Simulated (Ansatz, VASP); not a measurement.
# Sn2Pt in two plane-wave programs, part 2 of 2

One calculation is typed for both programs; each brings its own data sets. How far apart do they land? The cell is taken from a series of runs on this material, whose earlier steps may have relaxed, scaled, displaced or heated it; both programs get it as it stands.

VASP 6.6.1 and Ansatz 0.2.0.

So far: The structure; Ansatz: relaxation of cell and atoms, PBEsol, spin-orbit coupling.

### Step 3. VASP: relaxation of cell and atoms, PBEsol, spin-orbit coupling

Level of this step: PBEsol, spin-orbit coupling; plane waves and PAW (Sn_d, Pt) (VASP).

The same cell, functional, mesh and smearing now go to VASP, with its own data sets.

Lines of VASP's logs that name or quote its potential files are left out, and so is its time.

The input, INCAR:

```
SYSTEM = Sn2Pt
PREC = Accurate
ENCUT = 500
EDIFF = 1E-07
NELM = 200
ISMEAR = 0
SIGMA = 0.1
LREAL = .FALSE.
ALGO = Normal
GGA = PS
LNONCOLLINEAR = .TRUE.
MAGMOM = 0 0 0 0 0 0 0 0 0
NBANDS = 50
GGA_COMPAT = .FALSE.
LASPH = .TRUE.
LSORBIT = .TRUE.
LMAXMIX = 4
LORBIT = 11
LWAVE = .FALSE.
LCHARG = .FALSE.
ISIF = 3
IBRION = 2
NSW = 80
EDIFFG = -0.005
NELMIN = 4
KPAR = 2
```

The input, POSCAR:

```
Sn2Pt
1.0
    0.0000000000      3.2195000000      3.2195000000
    3.2195000000      0.0000000000      3.2195000000
    3.2195000000      3.2195000000      0.0000000000
Sn Pt
2 1
Direct
    0.2500000000      0.2500000000      0.2500000000
    0.7500000000      0.7500000000      0.7500000000
    0.0000000000      0.0000000000      0.0000000000
```

The input, KPOINTS:

```
Automatic mesh
0
Gamma
10 10 10
0 0 0
```

The projector-augmented-wave data sets are Sn_d and Pt (PBE family, release 64).

Command:

```console
mpirun -np 2 vasp_ncl
```

Numbers of over 12 decimals in the logs are rounded to 6 here.

The program printed:

```text
[banner, memory and clock lines left out]
running    2 mpi-ranks, on    1 nodes
 distrk:  each k-point on    1 cores,    2 groups
 distr:  one band on    1 cores,    1 groups

 POSCAR found type information on POSCAR SnPt
 POSCAR found :  2 types and       3 ions
|                                                                             |
|               ----> ADVICE to this user running VASP <----                  |
|                                                                             |
|     You enforced a specific xc type in the INCAR file but a different       |
|     [... a line on the potential file left out ...]
|     I HOPE YOU KNOW WHAT YOU ARE DOING!                                     |
|                                                                             |

 LDA part: xc-table for (Slater+PW92), standard interpolation
 POSCAR, INCAR and KPOINTS ok, starting setup
 FFT: planning ... GRIDC
 FFT: planning ... GRID_SOFT
 FFT: planning ... GRID
 WAVECAR not read
 entering main loop
       N       E                     dE             d eps       ncg     rms          rms(c)
DAV:   1     0.434649261467E+03    0.43465E+03   -0.17196E+04  5172   0.230E+03
DAV:   2     0.546308397379E+02   -0.38002E+03   -0.36426E+03  4708   0.653E+02
DAV:   3    -0.136538294640E+02   -0.68285E+02   -0.65831E+02  5016   0.210E+02
DAV:   4    -0.177145673237E+02   -0.40607E+01   -0.39985E+01  5636   0.554E+01
DAV:   5    -0.178366361764E+02   -0.12207E+00   -0.12186E+00  5780   0.970E+00    0.939E+00
DAV:   6    -0.174565512450E+02    0.38008E+00   -0.14798E+00  5240   0.898E+00    0.470E+00
DAV:   7    -0.173539854482E+02    0.10257E+00   -0.20298E-01  5740   0.477E+00    0.300E+00
DAV:   8    -0.173211312555E+02    0.32854E-01   -0.55240E-02  5678   0.196E+00    0.113E+00
DAV:   9    -0.173191459016E+02    0.19854E-02   -0.72422E-03  5744   0.723E-01    0.242E-01
DAV:  10    -0.173191857121E+02   -0.39810E-04   -0.15451E-03  6064   0.493E-01    0.944E-02
DAV:  11    -0.173192669773E+02   -0.81265E-04   -0.20886E-04  5148   0.125E-01    0.311E-02
DAV:  12    -0.173192851047E+02   -0.18127E-04   -0.24404E-05  5388   0.543E-02    0.183E-02
DAV:  13    -0.173192918474E+02   -0.67427E-05   -0.47795E-06  5002   0.165E-02    0.565E-03
DAV:  14    -0.173192930330E+02   -0.11856E-05   -0.12471E-06  4388   0.782E-03    0.327E-03
DAV:  15    -0.173192928688E+02    0.16417E-06   -0.21376E-07  4184   0.299E-03    0.263E-04
DAV:  16    -0.173192928619E+02    0.68994E-08   -0.71798E-09  3286   0.791E-04
   1 F= -.17319293E+02 E0= -.17316644E+02  d E =-.173193E+02  mag=     0.0000    -0.0000    -0.0000
 curvature:   0.00 expect dE= 0.000E+00 dE for cont linesearch  0.000E+00
 trial: gam= 0.00000 g(F)=  0.796E-47 g(S)=  0.302E-02 ort = 0.000E+00 (trialstep = 0.100E+01)
 search vector abs. value=  0.302E-02
 bond charge predicted
       N       E                     dE             d eps       ncg     rms          rms(c)
DAV:   1    -0.173827161080E+02   -0.63423E-01   -0.12333E+00  6018   0.156E+01    0.151E+00
DAV:   2    -0.173301744789E+02    0.52542E-01   -0.14546E-01  5318   0.443E+00    0.800E-01
DAV:   3    -0.173217377153E+02    0.84368E-02   -0.14369E-02  6102   0.169E+00    0.401E-01
DAV:   4    -0.173193110833E+02    0.24266E-02   -0.54273E-03  6376   0.952E-01    0.200E-01
DAV:   5    -0.173190884332E+02    0.22265E-03   -0.44874E-04  6064   0.203E-01    0.414E-02
DAV:   6    -0.173189991779E+02    0.89255E-04   -0.10758E-04  5254   0.110E-01    0.129E-02
DAV:   7    -0.173189959528E+02    0.32251E-05   -0.58722E-06  6470   0.210E-02    0.859E-03
DAV:   8    -0.173189939184E+02    0.20344E-05   -0.18969E-06  5542   0.118E-02    0.389E-03
DAV:   9    -0.173189938199E+02    0.98553E-07   -0.32431E-07  5112   0.808E-03
   2 F= -.17318994E+02 E0= -.17316361E+02  d E =0.299042E-03  mag=     0.0000    -0.0000     0.0000
 trial-energy change:    0.000299  1 .order    0.000250   -0.003022    0.003522
 step:   0.4507(harm=  0.4618)  dis= 0.00000  next Energy=   -17.319969 (dE=-0.676E-03)
 bond charge predicted
       N       E                     dE             d eps       ncg     rms          rms(c)
DAV:   1    -0.173392791163E+02   -0.20285E-01   -0.36706E-01  6012   0.835E+00    0.837E-01
DAV:   2    -0.173233436487E+02    0.15935E-01   -0.44946E-02  5324   0.245E+00    0.437E-01
DAV:   3    -0.173207577635E+02    0.25859E-02   -0.44274E-03  6074   0.941E-01    0.217E-01
DAV:   4    -0.173200479732E+02    0.70979E-03   -0.16390E-03  6358   0.526E-01    0.110E-01
DAV:   5    -0.173199873295E+02    0.60644E-04   -0.13784E-04  5896   0.113E-01    0.213E-02
DAV:   6    -0.173199698564E+02    0.17473E-04   -0.34374E-05  5254   0.606E-02    0.696E-03
DAV:   7    -0.173199696762E+02    0.18024E-06   -0.19452E-06  6434   0.135E-02    0.456E-03
DAV:   8    -0.173199700537E+02   -0.37753E-06   -0.63975E-07  5700   0.663E-03    0.216E-03
DAV:   9    -0.173199702685E+02   -0.21483E-06   -0.17809E-07  3856   0.619E-03    0.531E-04
DAV:  10    -0.173199702810E+02   -0.12479E-07   -0.19052E-08  2434   0.135E-03
   3 F= -.17319970E+02 E0= -.17317332E+02  d E =-.677419E-03  mag=     0.0000    -0.0000     0.0000
 curvature:  -0.23 expect dE=-0.417E-07 dE for cont linesearch -0.417E-07
 trial: gam=-0.00767 g(F)=  0.275E-47 g(S)=  0.181E-06 ort = 0.234E-04 (trialstep = 0.890E+00)
 search vector abs. value=  0.111E-09
 reached required accuracy - stopping structural energy minimisation
```

Parts of OUTCAR (step 3):

```text
ion  position               nearest neighbor table
   1  0.250  0.250  0.250-   3 2.79   3 2.79   3 2.79   3 2.79   2 3.22   2 3.22   2 3.22   2 3.22
                             2 3.22   2 3.22
   2  0.750  0.750  0.750-   3 2.79   3 2.79   3 2.79   3 2.79   1 3.22   1 3.22   1 3.22   1 3.22
                             1 3.22   1 3.22
   3  0.000  0.000  0.000-   2 2.79   2 2.79   2 2.79   1 2.79   2 2.79   1 2.79   1 2.79   1 2.79

  LATTYP: Found a face centered cubic cell.
 ALAT       =     6.4390000000

 Subroutine GETGRP returns: Found 48 space group operations
 (whereof 48 operations were pure point group operations)

The static configuration has the point symmetry O_h .

 Found     47 irreducible k-points:

   k-points           NKPTS =     47   k-points in BZ     NKDIM =     47   number of bands    NBANDS=     50

   dimension x,y,z NGX =    36 NGY =   36 NGZ =   36
   dimension x,y,z NGXF=    72 NGYF=   72 NGZF=   72

   ENCUT  =  500.0 eV  36.75 Ry    6.06 a.u.   8.30  8.30  8.30*2*pi/ulx,y,z

   NELECT =      38.0000    total number of electrons

 k-points in reciprocal lattice and weights: Automatic mesh
   0.00000000  0.00000000  0.00000000       0.001
   0.10000000  0.00000000  0.00000000       0.008
   0.20000000  0.00000000  0.00000000       0.008
   0.30000000  0.00000000  0.00000000       0.008
   0.40000000  0.00000000  0.00000000       0.008
   0.50000000  0.00000000  0.00000000       0.004
   0.10000000  0.10000000  0.00000000       0.006
   0.20000000  0.10000000  0.00000000       0.024
   0.30000000  0.10000000  0.00000000       0.024
[...]
-0.30000000  0.40000000  0.20000000       0.024
  -0.30000000  0.50000000  0.20000000       0.012

 average (electrostatic) potential at core
       1 -97.7492       2 -97.7492       3 -65.1252

 E-fermi :   9.2437

 k-point     1 :       0.0000    0.0000    0.0000
  band No.  band energies     occupation
    ...
     30       5.7482      1.00000
     31       5.7482      1.00000
     32       5.7482      1.00000
     33       6.3304      1.00000
     34       6.3304      1.00000
     35      11.0096      0.00000
     36      11.0096      0.00000
     37      11.6692      0.00000
     38      11.6692      0.00000
     39      11.6692      0.00000
    ...

 k-point     2 :       0.1000    0.0000    0.0000
  band No.  band energies     occupation
    ...
     30       5.6422      1.00000
     31       5.7440      1.00000
     32       5.7440      1.00000
     33       6.7455      1.00000
     34       6.7455      1.00000
     35       9.9095      0.00000
     36       9.9095      0.00000
     37      10.8359      0.00000
     38      10.8359      0.00000
     39      11.1889      0.00000
    ...

 k-point     3 :       0.2000    0.0000    0.0000
  band No.  band energies     occupation
    ...
     32       5.7543      1.00000
     33       7.1927      1.00000
     34       7.1927      1.00000
     35       8.6739      1.00000
     36       8.6739      1.00000
     37       9.9246      0.00000
     38       9.9246      0.00000
     39      10.4352      0.00000
     40      10.4352      0.00000
     41      11.7280      0.00000
    ...

  Total        0.0019352      0.0019352      0.0019352     -0.0000000      0.0000000     -0.0000000
  in kB        0.0462050      0.0462050      0.0462050     -0.0000000      0.0000000     -0.0000000
  external PRESSURE =       0.0462050 kB  Pullay stress =       0.0000000 kB

  energy-cutoff  :      500.00
  volume of cell :       67.11
      direct lattice vectors                 reciprocal lattice vectors
    -0.000000000  3.225339400  3.225339400    -0.155022445  0.155022445  0.155022445
     3.225339400 -0.000000000  3.225339400     0.155022445 -0.155022445  0.155022445
     3.225339400  3.225339400  0.000000000     0.155022445  0.155022445 -0.155022445

 POSITION                                       TOTAL-FORCE (eV/Angst)
 -----------------------------------------------------------------------------------
      1.61267      1.61267      1.61267        -0.000000     -0.000000     -0.000000
      4.83801      4.83801      4.83801         0.000000      0.000000      0.000000
     -0.00000      0.00000      0.00000         0.000000     -0.000000     -0.000000
 -----------------------------------------------------------------------------------
    total drift:                                0.000000      0.000000      0.000000

  FREE ENERGIE OF THE ION-ELECTRON SYSTEM (eV)
  ---------------------------------------------------
  free  energy   TOTEN  =       -17.3199702810 eV

  energy  without entropy=      -17.3146935062  energy(sigma->0) =      -17.31733189

 reached required accuracy - stopping structural energy minimisation

 Spin-Orbit-Coupling matrix elements
 Ion:    1  E_soc:     -0.1026050
 Ion:    2  E_soc:     -0.1026050
 Ion:    3  E_soc:     -0.6751314

 total charge
# of ion       s       p       d       tot
------------------------------------------
    1        1.170   1.072  10.037  12.279
    2        1.170   1.072  10.037  12.279
    3        0.689   0.621   8.108   9.418
--------------------------------------------------
tot          3.029   2.764  28.182  33.975

 magnetization (x)
# of ion       s       p       d       tot
------------------------------------------
    1        0.000  -0.000   0.000   0.000
    2        0.000  -0.000   0.000   0.000
    3        0.000   0.000  -0.000   0.000
--------------------------------------------------
tot          0.000  -0.000  -0.000   0.000

 magnetization (y)
# of ion       s       p       d       tot
------------------------------------------
    1        0.000  -0.000   0.000  -0.000
    2        0.000  -0.000   0.000  -0.000
    3        0.000  -0.000   0.000   0.000
--------------------------------------------------
tot          0.000  -0.000   0.000  -0.000

 magnetization (z)
# of ion       s       p       d       tot
------------------------------------------
    1        0.000   0.000   0.000   0.000
    2        0.000   0.000   0.000   0.000
    3        0.000  -0.000   0.000   0.000
--------------------------------------------------
tot          0.000  -0.000   0.000   0.000

[... 3 further parts left out ...]
```

CONTCAR:

```
Sn2Pt
   1.00000000000000
    -0.0000000000000000    3.2253393997366051    3.2253393997366051
     3.2253393997366051   -0.0000000000000000    3.2253393997366051
     3.2253393997366051    3.2253393997366051    0.0000000000000000
  Sn              Pt
     2     1
Direct
     0.2500000000000000    0.2500000000000000    0.2500000000000000
     0.7500000000000000    0.7500000000000000    0.7500000000000000
     0.0000000000000000    0.0000000000000000    0.0000000000000000
```

### Step 4. Comparison

Known differences besides the potentials themselves: spin-orbit coupling enters by fully relativistic files in Ansatz and inside the spheres in VASP; the data sets hold 46 valence electrons in Ansatz (on its fully relativistic PAW (standard-fr) files) and 38 in VASP; the cutoff is 420 eV in Ansatz and 500 eV in VASP; Ansatz makes its cores anew for this functional, VASP keeps those of its PBE data sets; Ansatz adds a Pulay correction to the stress that steers its cell, VASP none. Total energies have different zeros and are not compared.

Both answers:

| quantity | Ansatz | VASP | difference |
| --- | --- | --- | --- |
| volume (Å³) | 67.06 | 67.11 | -0.07 % |
| edge a after relaxation, in the typed setting (Å) | 4.560 | 4.561 | -0.02 % |

### Step 5. Summary of results

| Quantity | Value |
| --- | --- |
| difference in volume (relaxation of cell and atoms, PBEsol, spin-orbit coupling) | -0.073 % |

**Reading.** The difference in volume is -0.073 % (relaxation of cell and atoms, PBEsol, spin-orbit coupling), within the 1.2 % picked in this series as the mark of a large difference, as far as the stopping tolerances let one tell. The data sets hold unlike numbers of valence electrons (46 in Ansatz and 38 in VASP), so part of the differences comes from the potentials. Such differences can come from data sets, numerical settings and the points named under the comparisons, not from the functional's error against experiment.

[Lines on the potential files, build, host, timing and source positions are cut from VASP's logs without a mark.]

[Logs are printed without paths, hosts, clocks, repeated set-up lines and the standing remarks that a program may print on its own settings, such as how far it seeks lower states.]

[Hosts, paths, dates, database ids (printed as entryN), source tags and the programs' standing remarks are cut or masked in the printed files.]
